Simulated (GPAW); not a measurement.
# Si: relaxation of cell and atoms with PBEsol+D3(BJ)

The system is Si.

```xyz
2
Lattice="4.1209 0.0000 0.0000 -2.0605 3.5688 0.0000 0.0000 0.0000 2.6548" Properties=species:S:1:pos:R:3 pbc="T T T"
Si    0.0000    2.3792    1.3274
Si    2.0605    1.1896    1.3274
```

The cell was built by a generator and needn't be a form met in nature.

```yaml
Program: GPAW 26.7.0
Task: relaxation of cell and atoms
Functional: PBEsol
Dispersion: D3(BJ)
Potentials_or_basis: PAW data sets generated in the run's folder for this functional
Cutoff: 600 eV
Basis: pw
k_mesh: 8 × 8 × 10
Occupations: fermi-dirac, width 0.05 eV
Spin: no spin polarisation
Maxiter: 150
Optimizer: BFGS
Fmax: 0.02 eV/Å
Max_steps: 60
Convergence: density=1e-05 forces=0.0001
```

```json
{"Relaxed volume": "18.63 Å³/atom", "Relaxed cell": "a = 4.064 Å, b = 4.064 Å, c = 2.605 Å, α = 90.00°, β = 90.00°, γ = 120.00°", "Space group after relaxing (to 0.05 Å)": "P6/mmm (No. 191)", "Energy gained by relaxing": "11.6 meV/atom", "Ionic steps": "4", "Pressure after relaxing": "0.0 GPa", "Band gap on the k mesh": "none (metal or under the smearing width)", "Dispersion energy per atom": "-0.290 eV"}
```

Stress tensor (GPa, compression positive):
```
 0.09  0.00  0.00
 0.00  0.09  0.00
 0.00  0.00 -0.15
```

Step by step:
```csv
step,energy change (eV),largest force (eV/Å),pressure (GPa),volume (Å³)
1,0.0000,0.0000,-3.91,39.04
2,-0.0089,0.0000,-3.12,38.65
3,-0.0231,0.0000,0.23,37.18
4,-0.0232,0.0000,0.01,37.27
```

Final structure:
```
Si
1.0
     4.06432    0.00000    0.00000
    -2.03216    3.51980    0.00000
     0.00000    0.00000    2.60507
Si
2
Direct
  0.33333 0.66667 0.50000
  0.66666 0.33334 0.50000
```

Levels at points of the mesh, in eV from the Fermi level:
```
           k point  band 2  band 3  band 4  band 5  band 6  band 7
(0.00, 0.00, 0.00)   -2.94   -2.94   -2.61    1.19    1.19    5.46
(0.00, 0.00, 0.50)   -6.14   -0.03   -0.03    1.29    3.82    4.45
(0.50, 0.00, 0.00)   -8.99   -4.18   -1.41    6.37    7.16    7.36
(0.50, 0.00, 0.50)   -4.91   -4.43   -2.74   -1.11    3.09    3.80
(0.50, 0.50, 0.00)   -8.99   -4.18   -1.41    6.37    7.16    7.36
(0.50, 0.50, 0.50)   -4.91   -4.43   -2.74   -1.11    3.09    3.80
```

It took 92 s on 1 thread of Arm Neoverse V1, with other jobs on the host, peak memory 0.27 GiB.

Caveat: later steps reuse the first step's grids; pairwise dispersion overbinds metals, which lowers pressure and volume.
